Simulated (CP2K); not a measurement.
Crystal: AlCu.

```
Cu Al
1.0
     2.99751    0.00000    0.00000
     0.00000    2.99751    0.00000
     0.00000    0.00000    2.99751
Cu Al
1 1
Direct
  0.50000 0.50000 0.50000
  0.00000 0.00000 0.00000
```

The cell comes from a database or a generator and needn't be the stable form of this composition.

Base run:

* Program: CP2K 2026.2
* Functional: vdW-DF-cx
* Potentials or basis: POTENTIAL_UZH Cu GTH-PBE-q11, Al GTH-PBE-q3; TZVP-MOLOPT-PBE-GTH basis
* Density cutoff: 9184 eV
* k mesh: 9 × 9 × 9
* Occupations: fermi-dirac, width 0.05 eV
* Spin: no spin polarisation

Its results: band gap on the k mesh none (metal or under the smearing width); pressure -2.0 GPa.

Task: The run is repeated on the same cell with these changes: functional from vdW-DF-cx to rev-vdW-DF2. What comes out?

Result: Band gap on the k mesh none (metal or under the smearing width); pressure -0.2 GPa.

Caveats: the potentials were made for another functional, which shifts forces and pressure; the basis of atomic orbitals isn't converged, which shifts pressures, moduli and gaps.
